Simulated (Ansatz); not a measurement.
Density of states of Ca (Im-3m, a = 4.381 Å, b = 4.381 Å, c = 4.381 Å, α = 90.00°, β = 90.00°, γ = 90.00°), in states per eV and primitive cell, averaged over bins of 0.3 eV. Method: Ansatz 0.2.0, DFT PBE, scalar-relativistic, plane waves, PAW.

Plane waves to 420 eV, a k mesh through Γ of 14×14×14 on the computed 1-atom cell and Gaussian smearing (0.10 eV); no spin polarisation.

The cell is relaxed at this level. The states (both spins) are summed by tetrahedra on a 21×21×21 mesh at the self-consistent density. Energies are bin centres; the table starts no lower than −8 eV and ends at 6 eV, or lower where the solved bands end.

It is a metal at this level.

| E − E_F (eV) | total | Ca 4s |
| --- | --- | --- |
| -4.00 | 0.06 | 0.05 |
| -3.70 | 0.15 | 0.14 |
| -3.40 | 0.20 | 0.20 |
| -3.10 | 0.26 | 0.25 |
| -2.80 | 0.30 | 0.30 |
| -2.50 | 0.36 | 0.34 |
| -2.20 | 0.41 | 0.39 |
| -1.90 | 0.47 | 0.44 |
| -1.60 | 0.54 | 0.49 |
| -1.30 | 0.63 | 0.54 |
| -1.00 | 0.81 | 0.63 |
| -0.70 | 0.85 | 0.59 |
| -0.40 | 0.77 | 0.41 |
| -0.10 | 1.13 | 0.19 |
| 0.20 | 2.11 | 0.06 |
| 0.50 | 1.61 | 0.03 |
| 0.80 | 1.58 | 0.03 |
| 1.10 | 1.77 | 0.03 |
| 1.40 | 2.29 | 0.04 |
| 1.70 | 1.84 | 0.04 |
| 2.00 | 1.35 | 0.04 |
| 2.30 | 0.91 | 0.05 |
| 2.60 | 1.49 | 0.04 |
| 2.90 | 2.08 | 0.03 |
| 3.20 | 3.21 | 0.05 |
| 3.50 | 7.43 | 0.13 |

The columns after the total are the Löwdin projections on the occupied valence shells of the potentials. The rest of the total lies in shells that are empty in the free atom, which aren't projected, and between the atoms.

This bcc form isn't the element's structure at ambient conditions.

Cost: 1 run of about 0.15 core-minutes, on Arm Neoverse V2 (shared hosts).